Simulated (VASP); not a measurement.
A run of VASP 6.6.1:

The input INCAR:

```
ALGO     = Fast           # electronic algorithm
EDIFF    = 1E-7           # SCF threshold, eV
ENCUT    = 520            # plane-wave cutoff, eV
GGA      = PE             # functional
ISIF     = 2              # what is computed and relaxed
ISMEAR   = -1             # smearing method
LASPH    = True           # aspherical terms in the spheres
LCHARG   = False          # write CHGCAR
LREAL    = False          # projectors in reciprocal space
LWAVE    = False          # write WAVECAR
NBANDS   = 14             # bands
NELM     = 60             # most SCF steps
PREC     = Accurate       # precision mode
SIGMA    = 0.05           # smearing width, eV
```

KPOINTS

```
k-points
0
Gamma
  6 6 6
```

POSCAR

```
I
1.0
    0.0000000000     -0.0000003889      4.9571459572
    2.9021959358     -3.7651402552      2.4785726832
    2.9021959358      3.7651402552     -2.4785726832
I
2
Direct
    0.5513705406      0.7500000000      0.2500000000
    0.4486294594      0.2500000000      0.7500000000
```

Potentials or basis: VASP PAW PBE potentials, release 64 (I).

Run with:

```bash
$ cat potpaw_PBE.64/I/POTCAR > POTCAR
$ mpirun -np 1 vasp_std > vasp.out
```

Hardware: 1 thread of Intel(R) Xeon(R) 6975P-C (Granite Rapids), on a shared host.

**Question.** How long does it take, and how much memory?

**Answer.** It took 52 s on 1 thread of Intel(R) Xeon(R) 6975P-C (Granite Rapids) (shared host), peak memory 0.26 GiB. Counts: scf iterations 19, k points 46.
